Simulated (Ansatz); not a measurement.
# Localised basis functions on Σ3 (112)[1-10] symmetric tilt boundary in a CdSe-HgSe solid solution (48 atoms)

Aim: test how closely localised support functions follow the reference on Σ3 (112)[1-10] symmetric tilt boundary in a CdSe-HgSe solid solution (48 atoms), and at what cost. A setting counts as converged where the r.m.s. difference of forces stays under 1 % of the r.m.s. force.

Calculated with Ansatz 0.2.0; Kohn-Sham DFT, PBE, PAW (set soft_2, large core), plane waves.

### 1. The structure

The cell holds 48 atoms: 7 Hg, 24 Se and 17 Cd. Its edges and angles: a = 4.297 Å, b = 10.526 Å, c = 30.706 Å, α = 90.0°, β = 90.0°, γ = 90.0°. It derives from CdSe and HgSe. Zinc-blende CdSe (a = 6.0773 Å); two grains mirrored in (112), tilt axis [1-10], misorientation 70.53 deg; 1 x 1 boundary periods, 2 lattice periods a grain, two boundaries a cell, upper grain shifted by [0, 0.5] of the boundary cell and opened by 0 Å, no atom removed; 7 of 24 Cd sites given to Hg at random (lattice constant by Vegard's rule between CdSe and HgSe); annealed from 600 K for 3 ps and minimised with a classical potential (one cell length free). Regions: lower grain, 24 atoms (5 Hg, 12 Se and 7 Cd); upper grain, 24 atoms (10 Cd, 12 Se and 2 Hg).

Before any run, some limits are plain. The cell is under 6 Å thick along one periodic direction, so every atom has periodic images of itself close by, which move with it and show among its neighbours and in g(r). The host structure and its lattice constant were typed by rule, without a check against the phase diagram. Spin–orbit coupling is left out, which matters for the levels of the heavy elements.

### 2. Plane-wave single point

This run is the reference for what follows, at a cutoff of 420 eV.

File input.yaml:

```yaml
crystal:
  lattice:
    - [4.2973, 0.0, 0.0]
    - [0.0, 10.52619, 0.0]
    - [0.0, 0.0, 30.70584]
  atoms:
    - { symbol: Hg, position: [0.50041, 0.58152, 0.03114] }
    - { symbol: Se, position: [0.50041, 0.66948, 0.11239] }
    - { symbol: Hg, position: [0.00041, 0.91628, 0.99906] }
    - { symbol: Se, position: [0.00041, 0.00706, 0.07746] }
    - { symbol: Hg, position: [0.00041, 0.25599, 0.06821] }
    - { symbol: Se, position: [0.00041, 0.33782, 0.14989] }
    - { symbol: Cd, position: [0.00041, 0.58713, 0.15255] }
    - { symbol: Se, position: [0.00041, 0.67169, 0.23341] }
    - { symbol: Cd, position: [0.50041, 0.91959, 0.1156] }
    - { symbol: Se, position: [0.50041, 0.00435, 0.1953] }
    - { symbol: Cd, position: [0.50041, 0.25412, 0.19] }
    - { symbol: Se, position: [0.50041, 0.33981, 0.26958] }
    - { symbol: Hg, position: [0.50041, 0.5906, 0.27448] }
    - { symbol: Se, position: [0.50041, 0.67698, 0.35594] }
    - { symbol: Cd, position: [0.00041, 0.92069, 0.23544] }
    - { symbol: Se, position: [0.00041, 0.00227, 0.31653] }
    - { symbol: Hg, position: [0.00041, 0.25075, 0.3077] }
    - { symbol: Se, position: [0.00041, 0.34456, 0.38595] }
    - { symbol: Cd, position: [0.00041, 0.59219, 0.39503] }
    - { symbol: Se, position: [0.00041, 0.66687, 0.99209] }
    - { symbol: Cd, position: [0.50041, 0.92564, 0.35904] }
    - { symbol: Se, position: [0.50041, 0.01325, 0.44213] }
    - { symbol: Cd, position: [0.50041, 0.26188, 0.44255] }
    - { symbol: Se, position: [0.50041, 0.33158, 0.02442] }
    - { symbol: Cd, position: [0.50041, 0.24255, 0.94085] }
    - { symbol: Se, position: [0.50041, 0.33604, 0.85817] }
    - { symbol: Cd, position: [0.00041, 0.59072, 0.49173] }
    - { symbol: Se, position: [0.00041, 0.67096, 0.8928] }
    - { symbol: Cd, position: [0.00041, 0.91865, 0.88823] }
    - { symbol: Se, position: [0.00041, 0.00814, 0.80996] }
    - { symbol: Cd, position: [0.00041, 0.25673, 0.81611] }
    - { symbol: Se, position: [0.00041, 0.33972, 0.7354] }
    - { symbol: Cd, position: [0.50041, 0.58529, 0.85446] }
    - { symbol: Se, position: [0.50041, 0.67126, 0.77361] }
    - { symbol: Cd, position: [0.50041, 0.9217, 0.77118] }
    - { symbol: Se, position: [0.50041, 0.00567, 0.69119] }
    - { symbol: Cd, position: [0.50041, 0.25566, 0.69551] }
    - { symbol: Se, position: [0.50041, 0.34067, 0.61588] }
    - { symbol: Cd, position: [0.00041, 0.58893, 0.73346] }
    - { symbol: Se, position: [0.00041, 0.67258, 0.65262] }
    - { symbol: Cd, position: [0.00041, 0.92154, 0.65101] }
    - { symbol: Se, position: [0.00041, 0.00155, 0.56975] }
    - { symbol: Hg, position: [0.00041, 0.25035, 0.57808] }
    - { symbol: Se, position: [0.00041, 0.34298, 0.49971] }
    - { symbol: Cd, position: [0.50041, 0.59063, 0.61233] }
    - { symbol: Se, position: [0.50041, 0.67478, 0.53108] }
    - { symbol: Hg, position: [0.50041, 0.9249, 0.52622] }
    - { symbol: Se, position: [0.50041, 0.99406, 0.93848] }
kpoints:
  mp_grid: { grid: [3, 1, 1] }
hamiltonian:
  xc: pbe
  pseudopotentials: { kind: paw, core: large }
scf:
  occupations: { method: fermi_dirac, width: 0.025 }
output:
  forces: true
  stress: true
  populations: true
  dos:
    method: { smearing: { sigma: 0.08 } }
    de: 0.1
    projected:
      site_lists:
        Cd: [Cd]
        Hg: [Hg]
        Se: [Se]
        lower_grain: [0, 1, 2, 3, 4, 5, 6, 7, 8, 9, 10, 11, 12, 13, 14, 15, 16, 17, 18, 19, 20, 21, 22, 23]
        upper_grain: [24, 25, 26, 27, 28, 29, 30, 31, 32, 33, 34, 35, 36, 37, 38, 39, 40, 41, 42, 43, 44, 45, 46, 47]
  eigenvalues: true
  write_density: true
  write_potential: true
  volumetric_format: npy
```

The run is started by

```sh
ansatz run input.yaml --threads 4 --pin off --max-ram 8192MiB --backend cpu --events-out ev --progress --plain --runs-dir out
```

What it wrote:

```text
Engine: ansatz 0.2.0, x86_64-unknown-linux-gnu
Pseudopotentials: kind: paw
Pseudopotential: Hg, paw, valence charge 12, recommended cutoff 420 eV (normal), Hg.paw.azcp#standard-large-core
Pseudopotential: Se, paw, valence charge 6, recommended cutoff 420 eV (normal), Se.paw.azcp#standard-large-core
Pseudopotential: Cd, paw, valence charge 20, recommended cutoff 420 eV (normal), Cd.paw.azcp
[... 5 lines on functional and potentials left out ...]
Crystal: 48 atoms, lattice volume = 1388.954 Å³
Basis set: ecut = 420 eV, 27115 PW (Γ), exchange–correlation on 60×144×432 points (8 copies of the dense FFT grid, shifted against one another)
Bands: 341, of which v1, the nominal top of the filled ones, is band 284 counted from 1 (283 counted from 0)
Symmetry: 2 space group operations
Space group: Pm (ITA 6), of the structure as read, at distance tolerance 1.1e-4 Å
k-points: 2 of 3
[... 7 lines on functional and potentials left out ...]
Initial density: superposition of atomic densities (chi_scale 0.1, normalization cell, long waves of neutral atoms (reshape's long-wave potential 2.08 eV rms, cloud 2.64 Å wide))
Initial wavefunctions: pseudopotential atomic-orbital guess
Functional: x = pbe(κ = 0.804, μ = 0.219515), c = pbe(β = 0.066725)
SCF iter   1: F=—  HF=-279288.086115 eV  |F-HF|=—  |Δ(HF+E_count)|=         —  Δρ=2.93e-2  dr2=2.40e1  ethr=3.10e-3  ⟨swp⟩=8.5  Hψ=3107  notcnv=0  defer=58
preconditioner: auto → LDOS  [insulator: Δε(μ)=0.092 eV  Ē_g=10.675 eV  σ=0.025 eV  W_gap=0.60  n_scr=310 (ndim 8)  ℏωp=20.7 eV  f_vac=0.073  D(μ)=21.15/eV (n_scr^D=102)  ε∞_Penn≈4.8  β→1.0]
SCF iter   2: F=—  HF=-279288.656837 eV  |F-HF|=—  |Δ(HF+E_count)|=   5.71e-1  Δρ=3.24e-2  dr2=2.50e1  ethr=3.10e-3  ⟨swp⟩=3.5  Hψ=1378  notcnv=0  defer=101
SCF iter   3: F=—  HF=-279283.355226 eV  |F-HF|=—  |Δ(HF+E_count)|=    5.30e0  Δρ=6.82e-3  dr2=1.38e0  ethr=3.10e-3  ⟨swp⟩=3.0  Hψ=1266  notcnv=0  defer=101
SCF iter   4: F=—  HF=-279283.106103 eV  |F-HF|=—  |Δ(HF+E_count)|=   2.49e-1  Δρ=3.27e-3  dr2=1.46e0  ethr=2.43e-4  ⟨swp⟩=3.0  Hψ=1224  notcnv=0  defer=103
SCF iter   5: F=—  HF=-279283.079085 eV  |F-HF|=—  |Δ(HF+E_count)|=   2.70e-2  Δρ=1.68e-3  dr2=2.37e-1  ethr=2.43e-4  ⟨swp⟩=1.0  Hψ=579  notcnv=0  defer=103
SCF iter   6: F=—  HF=-279283.069900 eV  |F-HF|=—  |Δ(HF+E_count)|=   9.18e-3  Δρ=7.98e-4  dr2=8.48e-2  ethr=4.18e-5  ⟨swp⟩=2.0  Hψ=780  notcnv=0  defer=103
SCF iter   7: F=—  HF=-279283.069558 eV  |F-HF|=—  |Δ(HF+E_count)|=   3.42e-4  Δρ=4.04e-4  dr2=9.29e-3  ethr=1.49e-5  ⟨swp⟩=1.0  Hψ=579  notcnv=0  defer=103
SCF iter   8: F=—  HF=-279283.069066 eV  |F-HF|=—  |Δ(HF+E_count)|=   4.92e-4  Δρ=3.47e-4  dr2=1.02e-2  ethr=1.64e-6  ⟨swp⟩=2.0  Hψ=755  notcnv=0  defer=103
SCF iter   9: F=—  HF=-279283.068587 eV  |F-HF|=—  |Δ(HF+E_count)|=   4.79e-4  Δρ=2.31e-4  dr2=2.97e-3  ethr=1.64e-6  ⟨swp⟩=2.0  Hψ=687  notcnv=0  defer=103
SCF iter  10: F=—  HF=-279283.068410 eV  |F-HF|=—  |Δ(HF+E_count)|=   1.77e-4  Δρ=2.25e-4  dr2=4.81e-3  ethr=5.23e-7  ⟨swp⟩=2.0  Hψ=968  notcnv=0  defer=103
SCF iter  11: F=—  HF=-279283.068601 eV  |F-HF|=—  |Δ(HF+E_count)|=   1.91e-4  Δρ=1.29e-4  dr2=1.10e-3  ethr=5.23e-7  ⟨swp⟩=2.0  Hψ=788  notcnv=0  defer=103
SCF iter  12: F=—  HF=-279283.068539 eV  |F-HF|=—  |Δ(HF+E_count)|=   6.19e-5  Δρ=1.10e-4  dr2=9.90e-4  ethr=1.93e-7  ⟨swp⟩=2.0  Hψ=723  notcnv=0  defer=103
SCF iter  13: F=—  HF=-279283.068480 eV  |F-HF|=—  |Δ(HF+E_count)|=   5.90e-5  Δρ=6.35e-5  dr2=2.39e-4  ethr=1.74e-7  ⟨swp⟩=2.0  Hψ=628  notcnv=0  defer=103
SCF iter  14: F=—  HF=-279283.068460 eV  |F-HF|=—  |Δ(HF+E_count)|=   2.01e-5  Δρ=4.32e-5  dr2=9.70e-5  ethr=4.21e-8  ⟨swp⟩=3.0  Hψ=1001  notcnv=0  defer=103
SCF iter  15: F=—  HF=-279283.069336 eV  |F-HF|=—  |Δ(HF+E_count)|=   8.76e-4  Δρ=2.57e-5  dr2=2.49e-5  ethr=1.71e-8  ⟨swp⟩=2.0  Hψ=849  notcnv=0  defer=103
SCF iter  16: F=—  HF=-279283.069334 eV  |F-HF|=—  |Δ(HF+E_count)|=   1.67e-6  Δρ=1.61e-5  dr2=1.03e-5  ethr=4.39e-9  ⟨swp⟩=3.0  Hψ=1055  notcnv=0  defer=103
SCF iter  17: F=—  HF=-279283.069334 eV  |F-HF|=—  |Δ(HF+E_count)|=   5.70e-7  Δρ=6.37e-6  dr2=1.38e-6  ethr=1.81e-9  ⟨swp⟩=2.0  Hψ=968  notcnv=0  defer=103
SCF iter  18: F=—  HF=-279283.069334 eV  |F-HF|=—  |Δ(HF+E_count)|=   2.68e-7  Δρ=3.20e-6  dr2=4.82e-7  ethr=2.42e-10  ⟨swp⟩=3.0  Hψ=1129  notcnv=0  defer=103
SCF iter  19: F=-279283.069334 eV  HF=-279283.069334 eV  |F-HF|=2.85e-8  |Δ(HF+E_count)|=   1.03e-8  Δρ=1.34e-6  dr2=5.91e-8  ethr=1.76e-11  ⟨swp⟩=19.5  Hψ=6704  notcnv=0
SCF 1 converged in 19 iterations: F = -279283.069334 eV  dr2 = 5.91e-8
  greatest PAW one-centre occupation: 1.000 electrons in one spin orbital (limit 2), on the Cd atom at site 18 (counted from 0), in its partial waves of l = 0
SCF converged after 19 iterations
Free energy (F): -279283.069334 eV
Harris-Foulkes:  -279283.069334 eV  (|F-HF|=2.85e-8)
Internal energy: -279283.034408 eV  (E = F + TS)
E sigma→0 (E₀):  -279283.051871 eV
Entropy (-TS):   -0.034926 eV (-0.728 meV/atom)
Fermi energy:    6.650583 eV
--- Per-component energies (eV) ---
  E_band       = -9053.554882
  E_kinetic    = 13477.405023
  E_local      = -85644.367119  (includes V_loc(G=0)·N_el)
  E_nonlocal   = 3455.681319
  E_hartree    = 38469.377824
  E_xc         = -9634.982635
  E_vxc        = -6736.303802  (∫ρ·V_xc dr)
  E_paw        = -191233.414779  (= ΣΔE_a)
  E_vpaw       = -10544.722259  (= ΣTr[D̂ρ^β])
  E_aug_tail   = -0.001868  (compensation charges beyond the density's cutoff)
  E_ewald      = -48172.732173
  E_smearing   = -0.034926  (= −TS)
  E_closure    = -0.000000  (closes the sum)
  Σ components = -279283.069334   (vs F -279283.069334, Δ=0.00e0)
--- Forces (eV/Å), atoms counted from 1 ---
  atom   1  Hg     0.00000000     0.31781752     0.03991813
  atom   2  Se     0.00000000     0.04770356     0.13864406
  atom   3  Hg     0.00000000    -0.39563834    -0.01645552
  atom   4  Se     0.00000000     0.07655843    -0.30719473
  atom   5  Hg     0.00000000     0.16105862     0.08557279
  atom   6  Se     0.00000000    -0.01646574    -0.10837634
  atom   7  Cd     0.00000000     0.06346916     0.01074009
  atom   8  Se     0.00000000     0.06772959    -0.06382075
  atom   9  Cd     0.00000000    -0.30372487     0.10031127
  atom  10  Se     0.00000000     0.06977894    -0.02641727
  atom  11  Cd     0.00000000    -0.00943380    -0.03726964
  atom  12  Se     0.00000000     0.10286990    -0.20536973
  atom  13  Hg     0.00000000    -0.10432342    -0.02573501
  atom  14  Se     0.00000000     0.19015122     0.40002918
[...]
atom  47  Hg     0.00000000     0.36697539    -0.57374620
  atom  48  Se     0.00000000     0.10351133     0.29416431
  max |Σ_I F_I| component: 1.38e-5 eV/Å
--- Stress (GPa, compression-positive) ---
        3.693700       0.000000       0.000000
        0.000000       2.805170       0.002358
        0.000000       0.002358       2.586580
  P = ⅓ Tr σ = 3.0285 GPa (30.285 kbar)
--- Band table (eV) ---
  k-point 0: bands = ["-96.2836", "-95.9840", "-95.9829", "-95.8042", [... 325 levels ...], "11.9541", "12.0200", "12.0764", "12.0764", "12.1347", "12.1898", "12.2493", "12.2716", "12.3212", "12.3634", "12.3974", "12.4546"]
  k-point 1: bands = ["-96.2836", "-95.9840", "-95.9829", "-95.8042", [... 325 levels ...], "11.8681", "11.9319", "11.9832", "12.0809", "12.1767", "12.2918", "12.3140", "12.3803", "12.4186", "12.4443", "12.5366", "12.5970"]
--- Löwdin populations: 48 sites ---
  site symbol       q [e]
     0     Hg     10.9123
     1     Se      7.0063
     2     Hg     11.0148
[...]
47     Se      7.0292
  spilling = 0.008371 (of n_electrons = 568.000000)
```

Elapsed: 45 s, on 4 threads of Intel Xeon Platinum 8488C (Sapphire Rapids), shared host; peak memory 3.8 GiB; 2.9 min of CPU time.

The program notes that potentials were chosen by core size.

Read from the output:

```
free energy                             : -279283.0693 eV
free energy per atom                    : -5818.3973 eV/atom
SCF cycles                              : 19
pressure                                : 3.028 GPa
r.m.s. force component                  : 0.2156 eV/Å
longest force                           : 1.013 eV/Å
Fermi energy                            : 6.651 eV
levels partly filled by over 2 per cent : 3
spilling of the projection              : 0.008371
```

The r.m.s. force component of 0.22 eV/Å sets the scale for the differences below.

### 3. Support functions medium

The cell is solved in localised support functions. The level medium gives here a grid of 24×48×144 points and a radius of 4.56 Å.

This step: Kohn-Sham DFT, PBE, PAW (set soft_2, large core), localised support functions (medium) (Ansatz 0.2.0).

input.yaml, the sections that differ from step 2:

```yaml
scf:
  occupations: { method: fermi_dirac, width: 0.025 }
  eigensolver: { kind: { support_functions: { accuracy: medium } } }
  mixing: { beta: 0.2 }
  max_iter: 150
output:
  forces: true
# crystal, kpoints, hamiltonian: as in step 2
```

What it wrote:

```text
Warning: scf.eigensolver.kind.support_functions: disabling space-group detection — the functions' gradient is summed over unrotated k-points, so no spatial operation reduces the k-mesh or symmetrises the density; time reversal is kept, so that k and −k are solved as one point where they differ and the mesh holds both, and exact exchange and, on two spinor components, a DFT+U term hold to it where the run has them: [...]
settings of this run that can trade accuracy for cost: scf.eigensolver.kind.support_functions [...]
[...]
Crystal: 48 atoms, lattice volume = 1388.954 Å³
Basis set: ecut = 420 eV, 27115 PW (Γ), exchange–correlation on 60×144×432 points (8 copies of the dense FFT grid, shifted against one another)
Bands: 341, of which v1, the nominal top of the filled ones, is band 284 counted from 1 (283 counted from 0)
Symmetry: 1 space group operations
k-points: 2 of 3 (time reversal used)
[...]
Eigensolver: Support functions (medium, 24×48×144 points, laid for a spacing of at most 0.220337 Å, radius 4.556345 Å, 3 species' potentials softened for the grid, 2 wholly corrected for its errors in the mean over positions, 3 with the egg-box correction, energy correction by stochastic trace)
[...]
SCF iter   1: F=—  HF=-279252.087161 eV  |F-HF|=—  |Δ(HF+E_count)|=         —  Δρ=3.76e-2  dr2=3.16e1  ethr=1.00e-1
[...]
SCF iter  23: F=—  HF=-279283.135269 eV  |F-HF|=—  |Δ(HF+E_count)|=   4.27e-4  Δρ=9.46e-6  dr2=1.91e-6  ethr=2.78e-9  κ⁻¹=1.0e-7(r=7)
SCF iter  24: F=-279283.135664 eV  HF=-279283.135664 eV  |F-HF|=4.70e-7  |Δ(HF+E_count)|=   3.95e-4  Δρ=7.31e-6  dr2=8.12e-7  ethr=3.35e-10
SCF 1 converged in 24 iterations: F = -279283.149792 eV  dr2 = 8.12e-7
[...]
SCF converged after 24 iterations
Stability not checked: this state was not tested for a lower state beside it, because the mixer in use, unlike msr1, does not test its closes by its own steps (another_mixer; see scf.mixing.algorithm and scf.lower_state_search)
Free energy (F): -279283.149792 eV
[...]
Internal energy: -279283.114892 eV  (E = F + TS)
E sigma→0 (E₀):  -279283.132342 eV
Entropy (-TS):   -0.034900 eV (-0.727 meV/atom)
Fermi energy:    6.650407 eV
[...]
Σ components = -279283.149792   (vs F -279283.149792, Δ=0.00e0)
--- Forces (eV/Å), atoms counted from 1 ---
  atom   1  Hg    -0.00020651     0.31838356     0.04048511
  atom   2  Se     0.00010693     0.04748145     0.13740390
  atom   3  Hg    -0.00003530    -0.39602428    -0.01516689
  atom   4  Se     0.00023505     0.07735541    -0.30894303
[...]
atom  48  Se     0.00009353     0.10353839     0.29430520
  max |Σ_I F_I| component: 3.40e-3 eV/Å
--- Band table (eV) ---
[...]
guard bands above this table: 49 of the run's 341 bands (output.publish_guard_bands: true publishes all)
[...]
```

Run time: 2 min. Hardware: 4 threads; peak memory 3.2 GiB.

The program notes that the band table was not solved further than the SCF left it and it switched symmetry off.

Keys that differ from the reference: support_functions.accuracy = "medium", scf.max_iter = 150 and scf.mixing.beta = 0.2.

Forces differ from the reference by 0.53 meV/Å r.m.s., 0.24 % of their size, well within a tolerance of 1 %; the energy by -1.7 meV/atom. It took roughly 2.7 times the reference's time (one timing each, with unlike analyses asked), in 24 cycles against 19.

### 4. Support functions low

The level low is asked for. Here it resolves to the same grid and radius as in the run with support functions medium, so the basis is not new.

This step: Kohn-Sham DFT, PBE, PAW (set soft_2, large core), localised support functions (low) (Ansatz 0.2.0).

input.yaml, the sections that differ from step 3:

```yaml
scf:
  occupations: { method: fermi_dirac, width: 0.025 }
  eigensolver: { kind: { support_functions: { accuracy: low } } }
  mixing: { beta: 0.2 }
  max_iter: 150
# crystal, kpoints, hamiltonian, output: as in step 3
```

What it wrote:

```text
[...]
Crystal: 48 atoms, lattice volume = 1388.954 Å³
Basis set: ecut = 420 eV, 27115 PW (Γ), exchange–correlation on 60×144×432 points (8 copies of the dense FFT grid, shifted against one another)
Bands: 341, of which v1, the nominal top of the filled ones, is band 284 counted from 1 (283 counted from 0)
Symmetry: 1 space group operations
k-points: 2 of 3 (time reversal used)
[...]
Eigensolver: Support functions (low, 24×48×144 points, laid for a spacing of at most 0.220337 Å, radius 4.556345 Å, 3 species' potentials softened for the grid, 2 wholly corrected for its errors in the mean over positions, 3 with the egg-box correction, energy correction by stochastic trace)
[...]
SCF iter   1: F=—  HF=-279252.087161 eV  |F-HF|=—  |Δ(HF+E_count)|=         —  Δρ=3.76e-2  dr2=3.16e1  ethr=1.00e-1
[...]
SCF iter  22: F=—  HF=-279283.134842 eV  |F-HF|=—  |Δ(HF+E_count)|=   4.61e-4  Δρ=1.52e-5  dr2=1.58e-5  ethr=3.34e-8  κ⁻¹=1.4e-7(r=7)
SCF iter  23: F=-279283.135269 eV  HF=-279283.135269 eV  |F-HF|=1.80e-8  |Δ(HF+E_count)|=   4.27e-4  Δρ=9.46e-6  dr2=1.91e-6  ethr=2.78e-9
SCF 1 converged in 23 iterations: F = -279283.149781 eV  dr2 = 1.91e-6
[...]
SCF converged after 23 iterations
[...]
Free energy (F): -279283.149781 eV
[...]
Internal energy: -279283.114881 eV  (E = F + TS)
E sigma→0 (E₀):  -279283.132331 eV
Entropy (-TS):   -0.034900 eV (-0.727 meV/atom)
Fermi energy:    6.650382 eV
[...]
Σ components = -279283.149781   (vs F -279283.149781, Δ=0.00e0)
--- Forces (eV/Å), atoms counted from 1 ---
  atom   1  Hg    -0.00021900     0.31829512     0.04045146
  atom   2  Se     0.00010467     0.04746362     0.13728804
  atom   3  Hg    -0.00003958    -0.39605600    -0.01513228
  atom   4  Se     0.00024364     0.07731979    -0.30902326
[...]
atom  48  Se     0.00010039     0.10350655     0.29427348
  max |Σ_I F_I| component: 3.75e-3 eV/Å
--- Band table (eV) ---
[...]
```

Run time: 2 min. Hardware: 4 threads; peak memory 3.3 GiB.

Keys that differ from the reference: support_functions.accuracy = "low", scf.max_iter = 150 and scf.mixing.beta = 0.2.

Forces differ from the reference by 0.53 meV/Å r.m.s., 0.24 % of their size, well within a tolerance of 1 %; the energy by -1.7 meV/atom. It took roughly 2.6 times the reference's time (one timing each, with unlike analyses asked), in 23 cycles against 19.

(Continued in part 2 of 3.)

[Long decimals in the printed logs are rounded to 6 places.]

[Logs are printed without paths, hosts, clocks, repeated set-up lines and the standing remarks that a program may print on its own settings, such as how far it seeks lower states.]

[Hosts, paths, dates, database ids (printed as entryN), source tags and the programs' standing remarks are cut or masked in the printed files.]
